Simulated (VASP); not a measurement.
# BAs (F-43m) in VASP: elastic constants with r2SCAN

Aim: the elastic constants of BAs with r2SCAN.

All numbers are computed with VASP 6.6.1; they aren't measurements. Logs are shortened: lines on timing, memory, paths and dates and some standing lists are left out, and cuts for length are marked.

### 1 The structure

The structure is cubic, space group F-43m (No. 216). The conventional cell has a = 4.777 Å, b = 4.777 Å, c = 4.777 Å, α = 90.00°, β = 90.00°, γ = 90.00°. B (site symmetry -43m) is surrounded by 4 As at 2.07 Å. As (site symmetry -43m) is surrounded by 4 B at 2.07 Å.

### 2 Elastic constants, r2SCAN

POSCAR reads:

```
BAs
1.0
    0.0000000000      2.3885000000      2.3885000000
    2.3885000000      0.0000000000      2.3885000000
    2.3885000000      2.3885000000      0.0000000000
B As
1 1
Direct
    0.0000000000      0.0000000000      0.0000000000
    0.2500000000      0.2500000000      0.2500000000
```

INCAR.step1 reads:

```
PREC = Accurate ; ENCUT = 600
EDIFF = 1E-8 ; ISMEAR = 0
SIGMA = 0.02 ; LREAL = False
LASPH = True ; NELM = 80
ALGO = Normal ; ISIF = 3
LWAVE = False ; LCHARG = False
METAGGA = R2SCAN ; LMIXTAU = True
IBRION = 2 ; NSW = 40
EDIFFG = -0.002
```

INCAR.step2 reads:

```
PREC = Accurate ; ENCUT = 600
EDIFF = 1E-8 ; ISMEAR = 0
SIGMA = 0.02 ; LREAL = False
LASPH = True ; NELM = 80
ALGO = Normal ; ISIF = 3
LWAVE = False ; LCHARG = False
METAGGA = R2SCAN ; LMIXTAU = True
IBRION = 6 ; NFREE = 2
POTIM = 0.015 ; NSW = 1
```

KPOINTS reads:

```
regular mesh
0
Gamma
  10 10 10
```

Potentials or basis: VASP PAW PBE potentials, release 64 (B, As).

Launch:

```
> cat potpaw_PBE.64/B/POTCAR potpaw_PBE.64/As/POTCAR > POTCAR
> cp INCAR.step1 INCAR
> mpirun -np 1 vasp_std > vasp.out
> cp CONTCAR POSCAR
> cp INCAR.step2 INCAR
> mpirun -np 1 vasp_std > vasp.out
```

OUTCAR:

```text
PREC = Accurate
   ENCUT = 600
   EDIFF = 1E-8
   ISMEAR = 0
   LREAL = False
   LASPH = True
   NELM = 80
   ISIF = 3
   METAGGA = R2SCAN
   IBRION = 6
   NFREE = 2
   POTIM = 0.015
   NSW = 1

 ion  position               nearest neighbor table
   1  0.000  0.000  0.000-   2 2.07   2 2.07   2 2.07   2 2.07
   2  0.250  0.250  0.250-   1 2.07   1 2.07   1 2.07   1 2.07

  LATTYP: Found a face centered cubic cell.
 ALAT       =     4.7863538017

  Lattice vectors:

 A1 = (   0.0000000000,   2.3931769008,   2.3931769008)
 A2 = (   2.3931769008,   0.0000000000,   2.3931769008)
 A3 = (   2.3931769008,   2.3931769008,   0.0000000000)

Analysis of symmetry for initial positions (statically):
=====================================================================
 Subroutine PRICEL returns:
 Original cell was already a primitive cell.

 Routine SETGRP: Setting up the symmetry group for a
 face centered cubic supercell.

 Subroutine GETGRP returns: Found 24 space group operations
 (whereof 24 operations were pure point group operations)
 out of a pool of 48 trial point group operations.

The static configuration has the point symmetry T_d .

Analysis of symmetry for dynamics (positions and initial velocities):
=====================================================================
 Subroutine PRICEL returns:
 Original cell was already a primitive cell.

 Routine SETGRP: Setting up the symmetry group for a
 face centered cubic supercell.

 Subroutine GETGRP returns: Found 24 space group operations
 (whereof 24 operations were pure point group operations)
 out of a pool of 48 trial point group operations.

The dynamic configuration has the point symmetry T_d .

 Subroutine INISYM returns: Found 24 space group operations
 (whereof 24 operations are pure point group operations),
 and found     1 'primitive' translations

----------------------------------------------------------------------------------------

                                     Primitive cell

  volume of cell :      27.4129

  direct lattice vectors                    reciprocal lattice vectors
     0.000000000  2.393176901  2.393176901    -0.208927305  0.208927305  0.208927305
     2.393176901  0.000000000  2.393176901     0.208927305 -0.208927305  0.208927305
     2.393176901  2.393176901  0.000000000     0.208927305  0.208927305 -0.208927305

  length of vectors
     3.384463230  3.384463230  3.384463230     0.361872707  0.361872707  0.361872707

  position of ions in fractional coordinates (direct lattice)
     0.000000000  0.000000000  0.000000000
     0.250000000  0.250000000  0.250000000

  ion indices of the primitive-cell ions
   primitive index   ion index
                 1           1
                 2           2

----------------------------------------------------------------------------------------

 KPOINTS: regular mesh

Automatic generation of k-mesh.
 Grid dimensions read from file:
 generate k-points for:   10   10   10

 Generating k-lattice:

  Cartesian coordinates                     Fractional coordinates (reciprocal lattice)
    -0.020892730  0.020892730  0.020892730     0.100000000  0.000000000  0.000000000
     0.020892730 -0.020892730  0.020892730     0.000000000  0.100000000  0.000000000
     0.020892730  0.020892730 -0.020892730     0.000000000  0.000000000  0.100000000

  Length of vectors
     0.036187271  0.036187271  0.036187271

  Shift w.r.t. Gamma in fractional coordinates (k-lattice)
     0.000000000  0.000000000  0.000000000

 Subroutine IBZKPT returns following result:
 ===========================================

 Found     47 irreducible k-points:

 Following reciprocal coordinates:
            Coordinates               Weight
  0.000000  0.000000  0.000000      1.000000
[... 53 lines left out ...]
   NELECT =       8.0000    total number of electrons
   NUPDOWN=      -1.0000    fix difference up-down
   EMIN   =  10.00;   EMAX   =-10.00  energy-range for DOS
   EFERMI =   0.00;   METHOD = LEGACY
   ISMEAR =     0;   SIGMA  =   0.02  broadening in eV -4-tet -1-fermi 0-gaus
   EFERMI_NEDOS =   21; number of points for ismear=-14 and -15
   IALGO  =     38    algorithm
   IMIX   =      4    mixing-type and parameters
     AMIX     =   0.40;   BMIX     =  1.00
     AMIX_MAG =   1.60;   BMIX_MAG =  1.00
  volume/ion in A,a.u.               =      13.71        92.50
  Fermi-wavevector in a.u.,A,eV,Ry     =   1.085892  2.052039 16.043470  1.179162
  Thomas-Fermi vector in A             =   2.222016
   LORBIT       =      0    0 simple, 1 ext, 2 COOP (PROOUT), +10 PAW based schemes
   METAGGA = R2SCAN    functional components
   LHFCALC =     F    Hartree Fock is set to
   AEXX    =    0.0000 exact exchange contribution
   IVDW    =     0    specifies the selected vdW correction
   LEPSILON=     F    determine dielectric tensor
   LRPA    =     F    only Hartree local field effects (RPA)
 finite differences with symmetry
 non-spin polarized calculation
 Gauss-broadening in eV      SIGMA  =   0.02
  energy-cutoff  :      600.00
  volume of cell :       27.41
 maximum number of plane-waves:       941
   NGX = 13   NGY = 13   NGZ = 13

--------------------------------------- Ionic step        1  -------------------------------------------

 number of electron       8.0000000 magnetization

 Free energy of the ion-electron system (eV)
  ---------------------------------------------------
  ext. energy  EPLUGINS =         0.00000000
  ---------------------------------------------------
  free energy    TOTEN  =       -22.25755335 eV

  energy without entropy =      -22.25755335  energy(sigma->0) =      -22.25755335

------------------------ aborting loop because EDIFF is reached ----------------------------------------

  FORCE on cell =-STRESS in cart. coord.  units (eV):
  Direction    XX          YY          ZZ          XY          YZ          ZX
  --------------------------------------------------------------------------------------
  -------------------------------------------------------------------------------------
  Total        0.0022606      0.0022606      0.0022606      0.0000000      0.0000000     -0.0000000
  in kB        0.1321248      0.1321248      0.1321248      0.0000000      0.0000000     -0.0000000
  external PRESSURE =       0.1321248 kB  Pullay stress =       0.0000000 kB
[... 89 lines left out ...]
  FREE ENERGIE OF THE ION-ELECTRON SYSTEM (eV)
  ---------------------------------------------------
  free  energy   TOTEN  =       -22.2518824937 eV

  energy  without entropy=      -22.2518824937  energy(sigma->0) =      -22.25188249

[... ionic steps 4 to 14 ...]

--------------------------------------- Ionic step       15  -------------------------------------------

 number of electron       8.0000000 magnetization

------------------------ aborting loop because EDIFF is reached ----------------------------------------
[... 67 lines left out ...]
--------------------------------------- Ionic step       17  -------------------------------------------

 number of electron       8.0000000 magnetization

 Free energy of the ion-electron system (eV)
  ---------------------------------------------------
  ext. energy  EPLUGINS =         0.00000000
  ---------------------------------------------------
  free energy    TOTEN  =       -22.25564068 eV

  energy without entropy =      -22.25564068  energy(sigma->0) =      -22.25564068

 E-fermi :   6.1564     XC(G=0): -11.1067

 val. band max:        6.0696416453   @ k =   0.0000   0.0000   0.0000
 cond. band min:       7.3322948739   @ k =   0.0000   0.4000   0.4000
 fundamental gap:      1.2626532286
 Fermi energy:         6.1563730442

 k-point     1 :       0.0000    0.0000    0.0000
  band No.  band energies     occupation
      1     -10.1447      2.00000
      2       5.8457      2.00000
      3       5.9588      2.00000
      4       6.0696      2.00000
      5       9.3112      0.00000
      6       9.3954      0.00000
      7       9.4825      0.00000
      8      11.0318      0.00000
[... 243 lines left out ...]
 k-point    24 :       0.4000    0.3000    0.0000
  band No.  band energies     occupation
      1      -7.3711      2.00000
      2      -0.8816      2.00000
      3       1.8285      2.00000
      4       2.2937      2.00000
      5       7.8615      0.00000
      6       9.6630      0.00000
      7      15.3419      0.00000
      8      15.5908      0.00000

 [... further k-points ...]
[... 5 lines left out ...]
  --------------------------------------------------------------------------------------
  -------------------------------------------------------------------------------------
  Total        0.0026521      0.0059961      0.0059961      0.0000000      0.1004919      0.0000000
  in kB        0.1550070      0.3504478      0.3504478      0.0000000      5.8733678      0.0000000
  external PRESSURE =       0.2853008 kB  Pullay stress =       0.0000000 kB
[... 17 lines left out ...]
  FREE ENERGIE OF THE ION-ELECTRON SYSTEM (eV)
  ---------------------------------------------------
  free  energy   TOTEN  =       -22.2556406826 eV

  energy  without entropy=      -22.2556406826  energy(sigma->0) =      -22.25564068

 INTERNAL STRAIN TENSORS FROM STRAINED CELLS
 ============================================

 INTERNAL STRAIN TENSOR FOR ION    1 for displacements in x,y,z  (eV/Angst):
          X           Y           Z          XY          YZ          ZX
  --------------------------------------------------------------------------------
  x     0.00000     0.00000     0.00000    -0.00000     6.70769    -0.00000
  y     0.00000     0.00000     0.00000    -0.00000     0.00000     6.70384
  z     0.00000     0.00000     0.00000     6.70394     0.00000    -0.00000

 INTERNAL STRAIN TENSORS FROM DISPLACED ATOMS
 ============================================

 INTERNAL STRAIN TENSOR FOR ION    1 for displacements in x,y,z  (eV/Angst):
          X           Y           Z          XY          YZ          ZX
  --------------------------------------------------------------------------------
  x     0.00000     0.00000     0.00000     0.00000     6.69909     0.00000
  y    -0.00000     0.00000    -0.00000     0.00000     0.00000     6.69909
  z     0.00000     0.00000     0.00000     6.69909     0.00000     0.00000

 INTERNAL STRAIN TENSOR FOR ION    2 for displacements in x,y,z  (eV/Angst):
          X           Y           Z          XY          YZ          ZX
  --------------------------------------------------------------------------------
  x     0.00000    -0.00000    -0.00000     0.00000    -6.69926     0.00000
  y     0.00000     0.00000     0.00000     0.00000     0.00000    -6.69926
  z    -0.00000    -0.00000     0.00000    -6.69926     0.00000     0.00000

 Eigenvectors and eigenvalues of the dynamical matrix
 ----------------------------------------------------

   1 f  =   20.971807 THz   131.769748 2PiTHz  699.544175 cm-1    86.732385 meV
             X         Y         Z           dx          dy          dz
      0.000000  0.000000  0.000000     0.934831    0.000000    0.000000
      1.196588  1.196588  1.196588    -0.355093    0.000000    0.000000
[... 21 lines left out ...]
   6 f/i=    0.000318 THz     0.001997 2PiTHz    0.010601 cm-1     0.001314 meV
             X         Y         Z           dx          dy          dz
      0.000000  0.000000  0.000000    -0.048234   -0.306995    0.171809
      1.196588  1.196588  1.196588    -0.126983   -0.808207    0.452312

--------------------------------------------------------------------------------------------------------

 ELASTIC MODULI CONTR FROM IONIC RELAXATION (kBar)
 Direction    XX          YY          ZZ          XY          YZ          ZX
 --------------------------------------------------------------------------------
 XX          -0.0000     -0.0000     -0.0000     -0.0000      0.0000      0.0000
 YY          -0.0000     -0.0000     -0.0000     -0.0000     -0.0000      0.0000
 ZZ          -0.0000     -0.0000     -0.0000      0.0000     -0.0000      0.0000
 XY          -0.0000     -0.0000      0.0000   -154.2823      0.0000      0.0000
 YZ           0.0000     -0.0000     -0.0000      0.0000   -154.2823      0.0000
 ZX           0.0000      0.0000      0.0000      0.0000      0.0000   -154.2823
 --------------------------------------------------------------------------------

 TOTAL ELASTIC MODULI (kBar)
 Direction    XX          YY          ZZ          XY          YZ          ZX
 --------------------------------------------------------------------------------
 XX        2904.1282    682.9146    682.9146     -0.0000     -0.0000     -0.0000
 YY         682.9146   2904.1282    682.9146     -0.0000      0.0000      0.0000
 ZZ         682.9146    682.9146   2904.1282      0.0000     -0.0000      0.0000
 XY          -0.0000     -0.0000      0.0000   1574.7090      0.0000      0.0000
 YZ          -0.0000      0.0000     -0.0000      0.0000   1574.7090      0.0000
 ZX          -0.0000      0.0000      0.0000      0.0000      0.0000   1574.7090
 --------------------------------------------------------------------------------
```

Run time: 51 min. Hardware: 1 thread of Intel Xeon Platinum 8259CL at 2.50GHz (Skylake/Cascade Lake), shared host; peak memory 0.3 GiB.

Results:

```yaml
Relaxed_volume: 13.71 Å³/atom
Relaxed_cell: a = 3.384 Å, b = 3.384 Å, c = 3.384 Å, α = 60.00°, β = 60.00°, γ = 60.00°
Space_group_after_relaxing_to_0.05_Å: F-43m (No. 216)
Elastic_constants_C11_C12_C44: 290, 68, 157 GPa
Voigt_bulk_modulus: 142 GPa
Highest_phonon_frequency_at_Γ_LO-TO_splitting_left_out: 700 cm⁻¹
```

Step by step:
```
step  energy change (eV)  largest force (eV/Å)  pressure (GPa)  volume (Å³)
   1              0.0000                0.0000            0.86        27.25
   2             -0.0002                0.0000           -0.65        27.54
   3             -0.0004                0.0000            0.01        27.41
```

Final structure:
```cif
data_structure
_symmetry_space_group_name_H-M 'P 1'
_symmetry_Int_Tables_number 1
_cell_length_a 3.3845
_cell_length_b 3.3845
_cell_length_c 3.3845
_cell_angle_alpha 60.000
_cell_angle_beta 60.000
_cell_angle_gamma 60.000
_cell_volume 27.41
loop_
_atom_site_label
_atom_site_type_symbol
_atom_site_fract_x
_atom_site_fract_y
_atom_site_fract_z
_atom_site_occupancy
B1 B 0.00000 0.00000 0.00000 1
As1 As 0.25000 0.25000 0.25000 1
```

Phonon frequencies in cm⁻¹ (negative: imaginary):
| q point | frequencies |
| --- | --- |
| (0.000, 0.000, 0.000) | 0 0 0 700 700 700 |

Elastic tensor in Voigt notation (GPa, in the Cartesian axes of the cell as first typed):
```
290  68  68   0   0   0
 68 290  68   0   0   0
 68  68 290   0   0   0
  0   0   0 157   0   0
  0   0   0   0 157   0
  0   0   0   0   0 157
```

Clamped-ion elastic tensor (GPa):
```
290  68  68   0   0   0
 68 290  68   0   0   0
 68  68 290   0   0   0
  0   0   0 173   0   0
  0   0   0   0 173   0
  0   0   0   0   0 173
```

Caveat: the PAW data sets were made with another functional, which shifts forces and pressure a little.
